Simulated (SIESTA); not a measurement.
# ZnSiP2 under changes of volume

One of the cells (19.254 Å³/atom); the others are scaled copies at fixed shape and fractional positions:

```
Zn P Si
1.0
    -2.70450    2.70450    5.26467
     2.70450   -2.70450    5.26467
     2.70450    2.70450   -5.26467
Zn P Si
2 4 2
Cartesian
  0.0000 2.7045 2.6323
  0.0000 0.0000 0.0000
  1.3522 -1.2587 3.9485
  1.3522 3.9632 -1.3162
  1.2587 1.3522 6.5808
  1.4458 1.3522 1.3162
  2.7045 0.0000 2.6323
  0.0000 0.0000 5.2647
```

The cell is a database's computed one.

* Program: SIESTA 5.4.2
* Functional: PBE
* Potentials or basis: PseudoDojo 0.4 standard (PBE files)
* Basis: DZP (energy shift 0.003 Ry; two zetas on semicore shells)
* Grid cutoff: 800 Ry
* Energy shift: 0.003 Ry
* k mesh: 7 × 7 × 7
* Occupations: fermi-dirac, width 0.05 eV
* Spin: no spin polarisation

```tsv
volume (Å³/atom)	energy over the lowest point (meV/atom)	pressure (GPa)	gap on the mesh (eV)	largest force (eV/Å)
17.744	?	?	?	?
18.121	34.75	8.1	1.21	0.204
18.499	18.76	5.6	1.26	0.143
19.254	1.72	1.7	1.34	0.043
19.631	0.00	-0.1	1.38	0.006
20.009	2.06	-1.6	1.42	0.036
```

**Question.** What does the run at 17.744 Å³/atom give?

**Answer.** Energy over the lowest point 56.84 meV/atom; pressure 10.6 GPa; gap on the mesh 1.17 eV; largest force 0.259 eV/Å.

Worked out: A Birch-Murnaghan fit of order 3 (a polynomial in V^(-2/3)) to the other rows has its minimum at 19.61 Å³/atom with B0 = V·E''(V) = 87 GPa and B' = 3.6 at fixed shape and positions, which overstates the stiffness. It gives 56.37 meV/atom at 17.744 Å³/atom, against the run's 56.84, and -dE/dV = 10.5 GPa, against 10.6. A straight line through the other rows of the gap, of slope 2.09 eV per unit of ln V (its deformation potential), extrapolates to 1.17 eV, against the run's 1.17.

Energies are extrapolated to zero smearing.

Caveats: short orbitals over semicore shells can move pressures by several GPa; the valence orbitals were made in a potential fitted to the semicore shell under them, which widens gaps by tenths of an eV or more; an odd mesh through Γ misses points on the zone boundary, where band edges often lie; the basis of atomic orbitals isn't converged, which shifts pressures, moduli and gaps.
